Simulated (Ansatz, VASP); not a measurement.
Given: the input of a run of Ansatz 0.2.0 on Li.

input.yaml

```yaml
crystal:
  lattice:
    - [3.111, 0.0, 0.0]
    - [-1.5555, 2.6942050312, 0.0]
    - [0.0, 0.0, 5.093]
  atoms:
    - { symbol: Li, position: [0.66777, 0.336748, 0.755337] }
    - { symbol: Li, position: [0.330893, 0.671428, 0.245659] }
hamiltonian:
  xc: pbe
  pseudopotentials: { kind: paw }
kpoints:
  mp_grid: { grid: [10, 10, 5] }
scf:
  occupations: { method: fermi_dirac, width: 0.05 }
output:
  forces: true
  stress: true
  eigenvalues: true
```

Potentials or basis: Ansatz PAW.

Command:

```console
$ ansatz run input.yaml --threads 2 --pin off --max-ram 5120MiB --backend cpu --events-out ev --progress --plain --runs-dir out
```

Translate it to VASP 6.6.1. Potentials there: VASP PAW PBE potentials, release 64 (Li_sv).

As run (the cutoff follows the program's own potentials):

INCAR

```
SYSTEM = Li
PREC = Accurate
ENCUT = 520
EDIFF = 1E-7
ISMEAR = -1
SIGMA = 0.05
LREAL = .FALSE.
LASPH = .TRUE.
NELM = 80
ALGO = Normal
ISIF = 2
LWAVE = .FALSE.
LCHARG = .FALSE.
GGA = PE
NBANDS = 10
```

File KPOINTS:

```
regular mesh
0
G
  10 10 5
  0 0 0
```

POSCAR

```
Li
1.0
    3.1110000000      0.0000000000      0.0000000000
   -1.5555000000      2.6942050312      0.0000000000
    0.0000000000      0.0000000000      5.0930000000
Li
2
Direct
    0.6677700000      0.3367480000      0.7553370000
    0.3308930000      0.6714280000      0.2456590000
```

Potentials or basis: VASP PAW PBE potentials, release 64 (Li_sv).

Launch:

```sh
$ cat potpaw_PBE.64/Li_sv/POTCAR > POTCAR
$ mpirun -np 1 vasp_std > vasp.out
```

Both were run:

|  | VASP | Ansatz | Ansatz less VASP |
| --- | --- | --- | --- |
| gap on the k mesh at the Fermi level (eV) | none | none | - |
| rms of the force components (eV/Å) | 0.032 | 0.032 | -0.0004 |

Atom by atom the forces differ by 0.000 eV/Å (rms over components). A gap of «none» marks a metal or a gap that the smearing closes. With one functional, cell and mesh, what is left measures potentials, basis and numerics.
